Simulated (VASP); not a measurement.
# Se (P3_121) in VASP: single point with PBEsol

Aim: the single point of Se with PBEsol.

All numbers are computed with VASP 6.6.1; they aren't measurements. Logs are shortened: lines on timing, memory, paths and dates and some standing lists are left out, and cuts for length are marked.

### Step 1. The crystal as given

Symmetry: P3_121, No. 152, trigonal system. Conventional cell: a = 4.035 Å, b = 4.035 Å, c = 5.127 Å, α = 90.00°, β = 90.00°, γ = 120.00°. Around Se (site symmetry 2) lie 2 Se at 2.44 Å.

### Step 2. Single point, PBEsol, non-collinear spin, zero start, spin-orbit coupling

INCAR reads:

```
SYSTEM = Se
PREC = Accurate
ENCUT = 520
EDIFF = 1E-7
ISMEAR = 0
SIGMA = 0.02
LREAL = .FALSE.
LASPH = .TRUE.
NELM = 100
ALGO = Fast
ISIF = 2
LWAVE = .FALSE.
LCHARG = .TRUE.
MAGMOM = 0 0 0 0 0 0 0 0 0
LORBIT = 11
LSORBIT = .TRUE.
GGA_COMPAT = .FALSE.
GGA = PS
LVHAR = .TRUE.
```

KPOINTS reads:

```
Automatic mesh
0
G
  9 9 6
  0 0 0
```

POSCAR reads:

```
Se
1.0
    4.0345900000      0.0000000000      0.0000000000
   -2.0173000000      3.4940600000      0.0000000000
    0.0000000000      0.0000000000      5.1274200000
Se
3
Direct
    0.2495400000      0.0000000000      0.3333300000
    0.0000000000      0.2495400000      0.6666700000
    0.7504600000      0.7504600000      1.0000000000
```

Potentials or basis: VASP PAW PBE potentials, release 64 (Se).

Command:

```
> cat potpaw_PBE.64/Se/POTCAR > POTCAR
> mpirun -np 1 vasp_ncl > vasp.out
```

OUTCAR:

```text
SYSTEM = Se
   PREC = Accurate
   ENCUT = 520
   EDIFF = 1E-7
   ISMEAR = 0
   LREAL = .FALSE.
   LASPH = .TRUE.
   NELM = 100
   ISIF = 2
   LORBIT = 11
   LSORBIT = .TRUE.
   GGA = PS

 ion  position               nearest neighbor table
   1  0.250  0.000  0.333-   3 2.44   2 2.44
   2  0.000  0.250  0.667-   3 2.44   1 2.44
   3  0.750  0.750  0.000-   1 2.44   2 2.44

  LATTYP: Found a hexagonal cell.
 ALAT       =     4.0345900000
 C/A-ratio  =     1.2708651932

  Lattice vectors:

 A1 = (   4.0345900000,   0.0000000000,   0.0000000000)
 A2 = (  -2.0173000000,   3.4940600000,   0.0000000000)
 A3 = (   0.0000000000,   0.0000000000,   5.1274200000)

Analysis of symmetry for initial positions (statically):
=====================================================================
 Subroutine PRICEL returns:
 Original cell was already a primitive cell.

 Routine SETGRP: Setting up the symmetry group for a
 hexagonal supercell.

 Subroutine GETGRP returns: Found  2 space group operations
 (whereof  2 operations were pure point group operations)
 out of a pool of 24 trial point group operations.

The static configuration has the point symmetry C_2 .

Analysis of symmetry for dynamics (positions and initial velocities):
=====================================================================
 Subroutine PRICEL returns:
 Original cell was already a primitive cell.

 Routine SETGRP: Setting up the symmetry group for a
 hexagonal supercell.

 Subroutine GETGRP returns: Found  2 space group operations
 (whereof  2 operations were pure point group operations)
 out of a pool of 24 trial point group operations.

The dynamic configuration has the point symmetry C_2 .

Analysis of structural, dynamic, and magnetic symmetry:
=====================================================================
 Subroutine PRICEL returns:
 Original cell was already a primitive cell.

 Routine SETGRP: Setting up the symmetry group for a
 hexagonal supercell.

 Subroutine GETGRP returns: Found  2 space group operations
 (whereof  2 operations were pure point group operations)
 out of a pool of 24 trial point group operations.

The overall configuration has the point symmetry C_2 .

 Subroutine INISYM returns: Found  2 space group operations
 (whereof  2 operations are pure point group operations),
 and found     1 'primitive' translations

----------------------------------------------------------------------------------------

                                     Primitive cell

  volume of cell :      72.2818

  direct lattice vectors                    reciprocal lattice vectors
     4.034590000  0.000000000  0.000000000     0.247856660  0.143100359  0.000000000
    -2.017300000  3.494060000  0.000000000     0.000000000  0.286200008  0.000000000
     0.000000000  0.000000000  5.127420000     0.000000000  0.000000000  0.195029859

  length of vectors
     4.034590000  4.034594722  5.127420000     0.286200343  0.286200008  0.195029859

  position of ions in fractional coordinates (direct lattice)
     0.249540000  0.000000000  0.333330000
     0.000000000  0.249540000  0.666670000
     0.750460000  0.750460000  0.000000000

  ion indices of the primitive-cell ions
   primitive index   ion index
                 1           1
                 2           2
                 3           3

----------------------------------------------------------------------------------------

 KPOINTS: Automatic mesh

Automatic generation of k-mesh.
 Grid dimensions read from file:
 generate k-points for:    9    9    6

 Generating k-lattice:

  Cartesian coordinates                     Fractional coordinates (reciprocal lattice)
[... 73 lines left out ...]
   EMIN   =  10.00;   EMAX   =-10.00  energy-range for DOS
   EFERMI =   0.00;   METHOD = LEGACY
   ISMEAR =     0;   SIGMA  =   0.02  broadening in eV -4-tet -1-fermi 0-gaus
   EFERMI_NEDOS =   21; number of points for ismear=-14 and -15
   IALGO  =     68    algorithm
   IMIX   =      4    mixing-type and parameters
     AMIX     =   0.40;   BMIX     =  1.00
     AMIX_MAG =   1.60;   BMIX_MAG =  1.00
  volume/ion in A,a.u.               =      24.09       162.59
  Fermi-wavevector in a.u.,A,eV,Ry     =   1.029966  1.946353 14.433461  1.060829
  Thomas-Fermi vector in A             =   2.164040
   LORBIT       =     11    0 simple, 1 ext, 2 COOP (PROOUT), +10 PAW based schemes
   GGA     = PS    functional components
   LHFCALC =     F    Hartree Fock is set to
   AEXX    =    0.0000 exact exchange contribution
   IVDW    =     0    specifies the selected vdW correction
   LEPSILON=     F    determine dielectric tensor
   LRPA    =     F    only Hartree local field effects (RPA)
 RMM-DIIS sequential band-by-band and
 Gauss-broadening in eV      SIGMA  =   0.02
  energy-cutoff  :      520.00
  volume of cell :       72.28
 maximum number of plane-waves:      3952
 NGX is ok and might be reduce to    30
   NGX = 15   NGY = 15   NGZ = 19

 number of electron      18.0000001 magnetization      -0.0000001     -0.0000002      0.0000000

 number of electron      18.0000001 magnetization       0.0000000      0.0000000      0.0000000

 number of electron      18.0000001 magnetization       0.0000000      0.0000000     -0.0000000

 Free energy of the ion-electron system (eV)
  ---------------------------------------------------
  ext. energy  EPLUGINS =         0.00000000
  ---------------------------------------------------
  free energy    TOTEN  =       -11.62947900 eV

  energy without entropy =      -11.62947900  energy(sigma->0) =      -11.62947900

 E-fermi :   4.0109     XC(G=0):  -9.6945

 val. band max:        3.8838796046   @ k =   0.3333   0.3333   0.5000
 cond. band min:       4.1904180567   @ k =   0.3333   0.3333   0.5000
 fundamental gap:      0.3065384521
 Fermi energy:         4.0109333340

 k-point     1 :       0.0000    0.0000    0.0000
  band No.  band energies     occupation
      1     -12.3094      1.00000
      2     -12.3094      1.00000
      3      -8.2143      1.00000
      4      -8.2143      1.00000
      5      -8.2134      1.00000
      6      -8.2134      1.00000
[... 685 lines left out ...]
     25       8.5404      0.00000
     26       8.5516      0.00000

 [... further k-points ...]

------------------------ aborting loop because EDIFF is reached ----------------------------------------

  FORCE on cell =-STRESS in cart. coord.  units (eV):
  Direction    XX          YY          ZZ          XY          YZ          ZX
  --------------------------------------------------------------------------------------
  -------------------------------------------------------------------------------------
  Total        0.0349357      0.0350376      0.0692458      0.0000881     -0.0001170      0.0002026
  in kB        0.7743758      0.7766335      1.5348832      0.0019531     -0.0025934      0.0044912
  external PRESSURE =       1.0286308 kB  Pullay stress =       0.0000000 kB

 VOLUME and BASIS-vectors are now :
 -----------------------------------------------------------------------------
  energy-cutoff  :      520.00
  volume of cell :       72.28
      direct lattice vectors                 reciprocal lattice vectors
     4.034590000  0.000000000  0.000000000     0.247856660  0.143100359  0.000000000
    -2.017300000  3.494060000  0.000000000     0.000000000  0.286200008  0.000000000
     0.000000000  0.000000000  5.127420000     0.000000000  0.000000000  0.195029859

 POSITION                                       TOTAL-FORCE (eV/Angst)
 -----------------------------------------------------------------------------------
      1.00679      0.00000      1.70912         0.009586      0.000025      0.000203
     -0.50340      0.87191      3.41830        -0.004772      0.008314     -0.000203
      1.51390      2.62215      0.00000        -0.004814     -0.008339      0.000000
 -----------------------------------------------------------------------------------
    total drift:                               -0.000002     -0.000003      0.000000

  FREE ENERGIE OF THE ION-ELECTRON SYSTEM (eV)
  ---------------------------------------------------
  free  energy   TOTEN  =       -11.6294789963 eV

  energy  without entropy=      -11.6294789963  energy(sigma->0) =      -11.62947900

 Spin-Orbit-Coupling matrix elements

 Ion:    1  E_soc:     -0.0460972
 l=   1
     0.0000000    -0.0080716    -0.0077681
    -0.0080716     0.0000000    -0.0072016
    -0.0077681    -0.0072016     0.0000000
 l=   2
     0.0000000    -0.0000012     0.0000000     0.0000006     0.0000007
    -0.0000012     0.0000000    -0.0000003    -0.0000027    -0.0000011
     0.0000000    -0.0000003     0.0000000    -0.0000053     0.0000000
     0.0000006    -0.0000027    -0.0000053     0.0000000     0.0000018
     0.0000007    -0.0000011     0.0000000     0.0000018     0.0000000
 l=   3
     0.0000000     0.0000000     0.0000000     0.0000000     0.0000000     0.0000000     0.0000000
     0.0000000     0.0000000     0.0000000     0.0000000     0.0000000     0.0000000     0.0000000
     0.0000000     0.0000000     0.0000000     0.0000000     0.0000000     0.0000000     0.0000000
     0.0000000     0.0000000     0.0000000     0.0000000     0.0000000     0.0000000     0.0000000
[... 29 lines left out ...]
 l=   2
     0.0000000     0.0000006     0.0000000    -0.0000003     0.0000007
     0.0000006     0.0000000    -0.0000040    -0.0000027     0.0000006
     0.0000000    -0.0000040     0.0000000    -0.0000015     0.0000000
    -0.0000003    -0.0000027    -0.0000015     0.0000000    -0.0000008
     0.0000007     0.0000006     0.0000000    -0.0000008     0.0000000
 l=   3
     0.0000000     0.0000000     0.0000000     0.0000000     0.0000000     0.0000000     0.0000000
     0.0000000     0.0000000     0.0000000     0.0000000     0.0000000     0.0000000     0.0000000
     0.0000000     0.0000000     0.0000000     0.0000000     0.0000000     0.0000000     0.0000000
     0.0000000     0.0000000     0.0000000     0.0000000     0.0000000     0.0000000     0.0000000
     0.0000000     0.0000000     0.0000000     0.0000000     0.0000000     0.0000000     0.0000000
     0.0000000     0.0000000     0.0000000     0.0000000     0.0000000     0.0000000     0.0000000
     0.0000000     0.0000000     0.0000000     0.0000000     0.0000000     0.0000000     0.0000000

 total charge

# of ion       s       p       d       tot
------------------------------------------
    1        1.525   2.131   0.057   3.713
    2        1.525   2.131   0.057   3.713
    3        1.525   2.131   0.057   3.713
--------------------------------------------------
tot          4.575   6.394   0.171  11.140

 magnetization (x)

# of ion       s       p       d       tot
------------------------------------------
    1        0.000  -0.000  -0.000   0.000
    2       -0.000  -0.000   0.000  -0.000
    3       -0.000   0.000   0.000   0.000
--------------------------------------------------
tot         -0.000  -0.000   0.000  -0.000

 magnetization (y)

# of ion       s       p       d       tot
------------------------------------------
    1       -0.000  -0.000   0.000  -0.000
    2        0.000  -0.000  -0.000  -0.000
    3       -0.000   0.000   0.000   0.000
--------------------------------------------------
tot         -0.000  -0.000   0.000  -0.000

 magnetization (z)

# of ion       s       p       d       tot
------------------------------------------
    1       -0.000  -0.000  -0.000  -0.000
    2        0.000   0.000   0.000   0.000
    3        0.000   0.000   0.000   0.000
--------------------------------------------------
tot          0.000   0.000   0.000   0.000
```

Run time: 15 min. Hardware: 1 thread of Intel Xeon Platinum 8259CL at 2.50GHz (Skylake/Cascade Lake), shared host; peak memory 0.75 GiB.

Results:

```yaml
Free_energy: -11.6295 eV
Pressure: 0.1 GPa
Largest_force: 0.010 eV/Å
Net_moment: 0.00 μB per cell
Valence_electrons_inside_the_program's_atomic_spheres: Se 3.71
```

Forces in eV/Å, atoms in the order of the input:
```
Se   0.010  0.000  0.000
Se  -0.005  0.008  0.000
Se  -0.005 -0.008  0.000
```

Moments on the atoms (μB; x, y, z):
```
Se  0.00 0.00 0.00
Se  0.00 0.00 0.00
Se  0.00 0.00 0.00
```

Caveat: the PAW data sets were made with another functional, which shifts forces and pressure a little.
